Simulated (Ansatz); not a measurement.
Input and command of a plane-wave DFT calculation in Ansatz:

```yaml
crystal:
  lattice:
    - [4.2538458108, 0.0, 0.0]
    - [0.0, -4.2538458108, 0.0]
    - [0.0, 0.0, -4.2538458108]
  atoms:
    - { symbol: Mg, position: [-0.0872695148, -0.0872695148, 0.0] }
    - { symbol: Mg, position: [0.5, 0.5, 0.0] }
    - { symbol: Mg, position: [0.5, 0.0, 0.5] }
    - { symbol: Mg, position: [0.0, 0.5, 0.5] }
    - { symbol: O, position: [0.5, 0.0, 0.0] }
    - { symbol: O, position: [0.0, 0.5, 0.0] }
    - { symbol: O, position: [0.0, 0.0, 0.5] }
    - { symbol: O, position: [0.5, 0.5, 0.5] }
basis:
  ecutwfc: 420
kpoints:
  mp_grid: { grid: [6, 6, 6] }
hamiltonian:
  xc: pbe
scf:
  occupations: { method: gaussian, width: 0.05 }
output:
  forces: true
  stress: true
  eigenvalues: true
```

```bash
ansatz run input.yaml --threads 1 --pin off --max-ram 2560MiB --backend cpu --events-out ev --progress --plain --runs-dir out
```

Processor: Arm Neoverse N1, 1 thread, on a host shared with other jobs.

How long does it run, and how much memory does it take?

About 19 s on 1 thread of Arm Neoverse N1 (shared host), peak memory 0.35 GiB. It solves 40 bands at 52 k points (the mesh reduced by the symmetry that the task leaves, which can be less than the crystal's) with about 1503 plane waves, in 6 SCF iterations.
